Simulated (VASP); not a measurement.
Runs of VASP 6.6.1 on WC (Qusongite). Symmetry: P-6m2, No. 187, hexagonal system. The conventional cell has a = 2.907 Å, b = 2.907 Å, c = 2.837 Å, α = 90.00°, β = 90.00°, γ = 120.00°. Around W (site symmetry -6m2) lie 6 C at 2.20 Å. C (site symmetry -6m2) has 6 W at 2.20 Å as nearest neighbours. 

```csv
task,level,cell,cutoff (eV),smearing,gap on the mesh (eV),pressure (GPa),relaxed volume (Å³/atom)
relaxation of cell and atoms,revPBE+D3(BJ),relaxed,600,fermi-dirac 0.05 eV,none,0.0,10.27
relaxation of cell and atoms,RPBE+D3,relaxed,600,fermi-dirac 0.05 eV,none,0.0,(b)
single point,PBE,as given,520,gaussian 0.028 eV,none,6.7,-
relaxation of cell and atoms,PBEsol+D4,relaxed,600,fermi-dirac 0.05 eV,none,0.1,10.21
relaxation of cell and atoms,RPBE+D4,relaxed,600,fermi-dirac 0.05 eV,none,0.0,10.29
relaxation of cell and atoms,revPBE+D4,relaxed,600,fermi-dirac 0.05 eV,none,0.0,10.30
relaxation of cell and atoms,revPBE+D3,relaxed,600,fermi-dirac 0.05 eV,none,0.0,10.40
relaxation of cell and atoms,PBEsol+rVV10,relaxed,600,fermi-dirac 0.05 eV,none,0.0,10.30
relaxation of cell and atoms,RPBE+D3(BJ),relaxed,600,fermi-dirac 0.05 eV,none,0.0,(a)
```

Alike in all rows: potentials or basis VASP PAW PBE potentials, release 64 (W_sv, C); no spin polarisation; k mesh 10 × 10 × 9.

Q: Fill in the values left out.

A: (a) 9.61; (b) 10.45.

Caveats: the PAW data sets were made with another functional, which shifts forces and pressure a little (some runs); pairwise dispersion overbinds metals, which lowers pressure and volume (some runs).

A k mesh can miss the band edges, and the runs leave out spin-orbit coupling on W.

A gap of «none» marks a metal or a gap under the smearing width.
